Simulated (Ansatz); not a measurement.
Born–Oppenheimer molecular dynamics of a periodic cell of 18 atoms, C (surface graphene monolayer). It goes on from the last frame of an earlier run, with new velocities.

Theory: Ansatz, DFT PBE, scalar-relativistic, plane waves, PAW. Settings: PAW set soft_1, cutoff 420 eV, k mesh 2x2x1, fermi-dirac smearing 0.05 eV, no spin polarisation.

```
ensemble        : NVT, Nosé–Hoover chain
time step       : 1 fs
steps asked     : 190
set temperature : 1800 K
thermostat      : time constant 200 fs, chain length 1
seed            : 267354
```

Frames 1 fs apart, positions in Å, forces in eV/Å.

Velocities at 0.0 fs (Å/ps):

```
C 6.14 25.17 -6.36
C 9.88 -9.25 1.82
C 2.37 1.28 -13.58
C 15.95 17.00 13.01
C -2.02 -2.62 -5.45
C -12.00 1.71 7.78
C 19.56 -7.33 -3.41
C 6.93 -21.50 -19.15
C 4.42 2.10 4.13
C -6.29 19.66 10.67
C -23.37 11.69 -0.79
C -3.73 9.32 -13.57
C -3.80 -21.14 -11.36
C -6.83 -10.03 16.80
C -7.51 -2.36 4.81
C 7.19 -11.35 1.66
C 0.41 -0.80 5.61
C -7.29 -1.53 7.37
```

```xyz
18
Lattice="7.3980 0.0000 0.0000 -3.6990 6.4069 0.0000 0.0000 0.0000 13.0000" Properties=species:S:1:pos:R:3:forces:R:3 time_fs=0.0 energy_less_start_eV=0.000 T=1800
C -0.177 -0.140 1.104 3.53 1.53 -0.13
C 1.141 0.587 1.195 -3.16 -2.91 -0.74
C -1.233 2.017 0.897 -1.59 2.25 -0.33
C 0.006 2.761 0.836 -1.31 -1.44 0.91
C -2.483 4.088 0.998 -0.89 5.53 -0.42
C -1.266 4.875 0.991 -0.94 -0.77 -0.21
C 2.302 -0.109 1.085 4.07 -1.87 0.26
C 3.580 0.572 1.054 -0.68 0.07 0.62
C 1.202 1.899 1.036 -1.33 6.66 -0.42
C 2.400 2.653 1.040 0.82 1.32 -0.81
C -0.009 4.231 0.865 -0.60 -2.64 1.09
C 1.227 4.887 1.060 -0.27 0.64 -1.69
C 4.828 -0.073 1.088 0.81 -2.55 -0.58
C 6.050 0.602 1.002 0.52 0.88 0.45
C 3.610 1.955 1.087 1.21 2.55 -1.21
C 4.869 2.768 0.898 0.88 -5.33 1.09
C 2.436 4.124 0.865 -0.39 0.68 2.11
C 3.650 4.917 0.984 -0.68 -4.59 0.02
18
Lattice="7.3980 0.0000 0.0000 -3.6990 6.4069 0.0000 0.0000 0.0000 13.0000" Properties=species:S:1:pos:R:3:forces:R:3 time_fs=1.0 energy_less_start_eV=-0.204 T=1891
C -0.170 -0.114 1.097 3.35 -0.23 0.04
C 1.149 0.577 1.197 -2.82 -1.68 -0.95
C -1.232 2.019 0.883 -1.36 1.90 0.11
C 0.021 2.778 0.849 -2.28 -2.12 0.64
C -2.485 4.088 0.992 -1.25 4.96 -0.26
C -1.278 4.877 0.999 -0.75 -1.04 -0.39
C 2.323 -0.117 1.082 2.87 -1.49 0.27
C 3.587 0.550 1.035 -0.95 1.27 0.81
C 1.206 1.904 1.040 -1.28 6.13 -0.24
C 2.394 2.674 1.050 1.40 0.19 -0.76
C -0.032 4.242 0.865 0.65 -2.78 1.14
C 1.223 4.897 1.046 -0.67 -0.28 -1.61
C 4.825 -0.095 1.076 1.20 -1.69 -0.52
C 6.043 0.593 1.019 0.94 1.69 0.05
C 3.603 1.953 1.091 1.42 2.14 -1.32
C 4.877 2.755 0.900 0.51 -4.41 0.99
C 2.436 4.123 0.872 -0.56 1.24 2.04
C 3.642 4.913 0.991 -0.41 -3.78 -0.04
18
Lattice="7.3980 0.0000 0.0000 -3.6990 6.4069 0.0000 0.0000 0.0000 13.0000" Properties=species:S:1:pos:R:3:forces:R:3 time_fs=2.0 energy_less_start_eV=-0.261 T=1916
C -0.160 -0.088 1.091 2.89 -1.83 0.21
C 1.156 0.565 1.197 -2.24 -0.25 -1.14
C -1.231 2.023 0.869 -1.12 1.41 0.57
C 0.035 2.792 0.863 -3.12 -2.65 0.35
C -2.489 4.091 0.987 -1.61 3.95 -0.10
C -1.291 4.877 1.006 -0.49 -1.29 -0.55
C 2.347 -0.126 1.079 1.46 -1.00 0.29
C 3.593 0.529 1.017 -1.08 2.33 1.00
C 1.209 1.914 1.044 -1.21 5.24 -0.04
C 2.389 2.694 1.060 1.89 -0.90 -0.70
C -0.055 4.250 0.865 1.80 -2.90 1.15
C 1.219 4.906 1.030 -1.03 -1.41 -1.48
C 4.822 -0.119 1.064 1.56 -0.49 -0.45
C 6.037 0.585 1.036 1.39 2.31 -0.35
C 3.597 1.954 1.094 1.63 1.72 -1.42
C 4.885 2.738 0.903 0.07 -3.07 0.88
C 2.436 4.124 0.880 -0.69 1.76 1.93
C 3.635 4.907 0.999 -0.08 -2.92 -0.12
18
Lattice="7.3980 0.0000 0.0000 -3.6990 6.4069 0.0000 0.0000 0.0000 13.0000" Properties=species:S:1:pos:R:3:forces:R:3 time_fs=3.0 energy_less_start_eV=-0.132 T=1857
C -0.147 -0.064 1.085 2.17 -3.19 0.37
C 1.160 0.553 1.197 -1.50 1.20 -1.30
C -1.231 2.028 0.856 -0.84 0.80 1.03
C 0.046 2.805 0.877 -3.81 -3.01 0.06
C -2.494 4.098 0.981 -1.97 2.70 0.06
C -1.304 4.877 1.013 -0.16 -1.46 -0.69
C 2.371 -0.136 1.076 -0.07 -0.50 0.31
C 3.598 0.511 0.999 -1.00 3.19 1.16
C 1.211 1.927 1.048 -1.14 4.15 0.14
C 2.385 2.713 1.069 2.28 -1.85 -0.64
C -0.077 4.256 0.867 2.80 -2.99 1.11
C 1.214 4.914 1.013 -1.32 -2.71 -1.32
C 4.821 -0.143 1.052 1.81 1.02 -0.37
C 6.032 0.578 1.053 1.87 2.75 -0.75
C 3.593 1.956 1.096 1.83 1.32 -1.49
C 4.893 2.718 0.907 -0.48 -1.49 0.75
C 2.435 4.126 0.889 -0.81 2.15 1.76
C 3.627 4.898 1.006 0.33 -2.06 -0.21
18
Lattice="7.3980 0.0000 0.0000 -3.6990 6.4069 0.0000 0.0000 0.0000 13.0000" Properties=species:S:1:pos:R:3:forces:R:3 time_fs=4.0 energy_less_start_eV=0.174 T=1720
C -0.133 -0.043 1.079 1.29 -4.28 0.53
C 1.164 0.542 1.196 -0.68 2.51 -1.40
C -1.232 2.033 0.844 -0.51 0.08 1.47
C 0.054 2.815 0.891 -4.32 -3.23 -0.21
C -2.500 4.107 0.975 -2.30 1.39 0.22
C -1.318 4.875 1.019 0.25 -1.51 -0.79
C 2.396 -0.147 1.074 -1.61 -0.05 0.32
C 3.602 0.495 0.983 -0.71 3.86 1.30
C 1.212 1.945 1.052 -1.07 3.02 0.30
C 2.384 2.732 1.078 2.54 -2.59 -0.59
C -0.096 4.260 0.869 3.59 -3.07 1.04
C 1.207 4.920 0.995 -1.50 -4.08 -1.13
C 4.821 -0.166 1.039 1.93 2.77 -0.27
C 6.029 0.574 1.069 2.32 3.01 -1.13
C 3.590 1.958 1.097 2.03 0.95 -1.53
C 4.900 2.698 0.911 -1.12 0.11 0.60
C 2.434 4.129 0.901 -0.95 2.32 1.57
C 3.619 4.888 1.013 0.80 -1.20 -0.30
18
Lattice="7.3980 0.0000 0.0000 -3.6990 6.4069 0.0000 0.0000 0.0000 13.0000" Properties=species:S:1:pos:R:3:forces:R:3 time_fs=5.0 energy_less_start_eV=0.596 T=1531
C -0.117 -0.024 1.073 0.34 -5.10 0.67
C 1.166 0.533 1.194 0.14 3.57 -1.44
C -1.234 2.039 0.833 -0.17 -0.66 1.87
C 0.058 2.823 0.905 -4.63 -3.32 -0.47
C -2.508 4.117 0.969 -2.55 0.17 0.39
C -1.331 4.872 1.025 0.71 -1.45 -0.87
C 2.419 -0.157 1.071 -3.07 0.31 0.34
C 3.606 0.482 0.967 -0.25 4.33 1.41
C 1.212 1.964 1.056 -0.98 1.96 0.42
C 2.385 2.748 1.086 2.65 -3.09 -0.55
C -0.113 4.261 0.872 4.16 -3.12 0.95
C 1.200 4.923 0.977 -1.59 -5.34 -0.91
C 4.823 -0.187 1.026 1.95 4.56 -0.16
C 6.028 0.572 1.085 2.69 3.10 -1.49
C 3.588 1.962 1.097 2.21 0.60 -1.54
C 4.907 2.677 0.916 -1.83 1.56 0.45
C 2.432 4.135 0.913 -1.12 2.23 1.36
C 3.612 4.876 1.020 1.32 -0.33 -0.40
18
Lattice="7.3980 0.0000 0.0000 -3.6990 6.4069 0.0000 0.0000 0.0000 13.0000" Properties=species:S:1:pos:R:3:forces:R:3 time_fs=6.0 energy_less_start_eV=1.029 T=1337
C -0.102 -0.010 1.069 -0.53 -5.66 0.80
C 1.169 0.527 1.190 0.87 4.30 -1.42
C -1.235 2.044 0.823 0.16 -1.34 2.21
C 0.059 2.828 0.919 -4.75 -3.31 -0.69
C -2.518 4.127 0.964 -2.65 -0.86 0.56
C -1.344 4.868 1.030 1.15 -1.30 -0.93
C 2.440 -0.168 1.069 -4.35 0.61 0.35
C 3.609 0.473 0.953 0.29 4.63 1.47
C 1.211 1.986 1.060 -0.86 1.05 0.49
C 2.387 2.761 1.094 2.59 -3.35 -0.53
C -0.126 4.260 0.876 4.49 -3.11 0.84
C 1.191 4.922 0.957 -1.57 -6.24 -0.67
C 4.826 -0.204 1.013 1.90 6.12 -0.05
C 6.029 0.573 1.099 2.91 3.00 -1.84
C 3.589 1.966 1.095 2.37 0.27 -1.52
C 4.912 2.658 0.921 -2.51 2.76 0.29
C 2.429 4.142 0.926 -1.33 1.90 1.13
C 3.606 4.865 1.026 1.81 0.55 -0.48
18
Lattice="7.3980 0.0000 0.0000 -3.6990 6.4069 0.0000 0.0000 0.0000 13.0000" Properties=species:S:1:pos:R:3:forces:R:3 time_fs=7.0 energy_less_start_eV=1.357 T=1191
C -0.086 -0.001 1.064 -1.20 -5.97 0.94
C 1.173 0.524 1.186 1.44 4.65 -1.36
C -1.236 2.048 0.815 0.39 -1.86 2.49
C 0.056 2.830 0.932 -4.69 -3.25 -0.88
C -2.530 4.136 0.959 -2.53 -1.63 0.72
C -1.356 4.863 1.034 1.51 -1.13 -0.97
C 2.458 -0.177 1.067 -5.35 0.91 0.34
C 3.613 0.467 0.940 0.80 4.72 1.52
C 1.210 2.008 1.065 -0.66 0.31 0.52
C 2.392 2.772 1.101 2.34 -3.43 -0.53
C -0.136 4.256 0.881 4.61 -3.05 0.73
C 1.181 4.915 0.937 -1.48 -6.55 -0.39
C 4.831 -0.216 1.000 1.84 7.18 0.04
C 6.032 0.576 1.111 2.93 2.70 -2.15
C 3.591 1.970 1.093 2.48 -0.04 -1.47
C 4.916 2.640 0.926 -3.07 3.61 0.13
C 2.425 4.151 0.941 -1.55 1.40 0.89
C 3.601 4.854 1.032 2.19 1.41 -0.56
18
Lattice="7.3980 0.0000 0.0000 -3.6990 6.4069 0.0000 0.0000 0.0000 13.0000" Properties=species:S:1:pos:R:3:forces:R:3 time_fs=8.0 energy_less_start_eV=1.492 T=1130
C -0.072 0.004 1.061 -1.62 -6.04 1.06
C 1.178 0.525 1.180 1.80 4.66 -1.28
C -1.237 2.050 0.809 0.47 -2.16 2.71
C 0.050 2.829 0.944 -4.47 -3.13 -1.02
C -2.545 4.145 0.954 -2.12 -2.16 0.86
C -1.366 4.857 1.038 1.74 -0.98 -1.01
C 2.471 -0.186 1.066 -6.00 1.28 0.30
C 3.617 0.465 0.928 1.16 4.62 1.55
C 1.208 2.030 1.070 -0.38 -0.29 0.52
C 2.399 2.780 1.108 1.91 -3.38 -0.53
C -0.141 4.249 0.886 4.49 -2.92 0.61
C 1.170 4.903 0.917 -1.27 -6.10 -0.05
C 4.838 -0.223 0.987 1.77 7.54 0.11
C 6.037 0.581 1.122 2.76 2.20 -2.44
C 3.595 1.974 1.089 2.51 -0.34 -1.39
C 4.916 2.626 0.931 -3.40 4.15 -0.03
C 2.419 4.161 0.956 -1.73 0.79 0.64
C 3.598 4.843 1.038 2.36 2.25 -0.61
18
Lattice="7.3980 0.0000 0.0000 -3.6990 6.4069 0.0000 0.0000 0.0000 13.0000" Properties=species:S:1:pos:R:3:forces:R:3 time_fs=9.0 energy_less_start_eV=1.417 T=1162
C -0.059 0.004 1.058 -1.84 -5.86 1.17
C 1.184 0.530 1.173 1.93 4.44 -1.19
C -1.238 2.051 0.806 0.38 -2.24 2.90
C 0.039 2.826 0.956 -4.12 -2.95 -1.12
C -2.561 4.151 0.951 -1.43 -2.58 0.97
C -1.376 4.851 1.040 1.89 -0.85 -1.05
C 2.479 -0.194 1.065 -6.21 1.71 0.23
C 3.622 0.467 0.917 1.30 4.32 1.58
C 1.206 2.052 1.076 -0.05 -0.88 0.51
C 2.407 2.786 1.115 1.40 -3.18 -0.54
C -0.144 4.241 0.892 4.06 -2.74 0.50
C 1.158 4.887 0.897 -0.90 -4.80 0.34
C 4.845 -0.223 0.974 1.66 7.08 0.13
C 6.045 0.588 1.131 2.52 1.55 -2.69
C 3.601 1.978 1.084 2.37 -0.64 -1.29
C 4.914 2.615 0.937 -3.42 4.49 -0.20
C 2.412 4.171 0.971 -1.79 0.10 0.39
C 3.598 4.835 1.043 2.24 3.02 -0.64
18
Lattice="7.3980 0.0000 0.0000 -3.6990 6.4069 0.0000 0.0000 0.0000 13.0000" Properties=species:S:1:pos:R:3:forces:R:3 time_fs=10.0 energy_less_start_eV=1.182 T=1267
C -0.048 -0.001 1.056 -1.88 -5.44 1.26
C 1.192 0.538 1.165 1.80 4.08 -1.10
C -1.238 2.050 0.804 0.16 -2.17 3.04
C 0.025 2.821 0.967 -3.62 -2.75 -1.16
C -2.578 4.155 0.948 -0.53 -2.97 1.06
C -1.383 4.843 1.042 2.02 -0.69 -1.09
C 2.482 -0.201 1.063 -5.98 2.14 0.12
C 3.629 0.472 0.908 1.20 3.83 1.61
C 1.203 2.074 1.082 0.26 -1.54 0.46
C 2.416 2.788 1.121 0.86 -2.80 -0.54
C -0.142 4.230 0.898 3.30 -2.50 0.38
C 1.145 4.866 0.877 -0.38 -2.86 0.75
C 4.854 -0.218 0.961 1.42 5.97 0.11
C 6.055 0.596 1.137 2.30 0.87 -2.88
C 3.609 1.982 1.078 2.05 -0.90 -1.16
C 4.910 2.608 0.942 -3.14 4.71 -0.38
C 2.404 4.182 0.987 -1.63 -0.66 0.17
C 3.598 4.829 1.048 1.80 3.68 -0.65
18
Lattice="7.3980 0.0000 0.0000 -3.6990 6.4069 0.0000 0.0000 0.0000 13.0000" Properties=species:S:1:pos:R:3:forces:R:3 time_fs=11.0 energy_less_start_eV=0.880 T=1402
C -0.038 -0.011 1.056 -1.72 -4.78 1.32
C 1.201 0.550 1.157 1.40 3.58 -0.99
C -1.239 2.047 0.805 -0.18 -2.02 3.13
C 0.009 2.814 0.977 -2.94 -2.52 -1.15
C -2.595 4.157 0.946 0.50 -3.31 1.12
C -1.389 4.835 1.043 2.12 -0.46 -1.12
C 2.481 -0.206 1.062 -5.38 2.49 -0.03
C 3.636 0.480 0.900 0.95 3.19 1.65
C 1.201 2.094 1.088 0.49 -2.22 0.39
C 2.426 2.789 1.126 0.32 -2.25 -0.53
C -0.139 4.217 0.905 2.27 -2.21 0.28
C 1.132 4.843 0.857 0.28 -0.67 1.14
C 4.865 -0.208 0.949 1.02 4.54 0.06
C 6.066 0.605 1.142 2.09 0.21 -3.02
C 3.619 1.985 1.071 1.57 -1.13 -1.01
C 4.902 2.605 0.947 -2.62 4.83 -0.56
C 2.395 4.192 1.003 -1.26 -1.44 -0.04
C 3.601 4.827 1.052 1.10 4.19 -0.63
```

Of the whole run (190 fs, mean temperature of the second half 1464 K): The conserved energy stayed within 1.3 meV per atom of its start (net change 0.7 meV per atom), so the integration is sound. The mean temperature of the second half is 19 % below the set value. A run of 0.19 ps of so small a system gives no equilibrium averages. Limits of this set-up: coarse k mesh, slab without dipole correction.

Time of the run: 16 min on 1 thread of Arm Neoverse V2, on a shared host, peak memory 0.72 GiB.
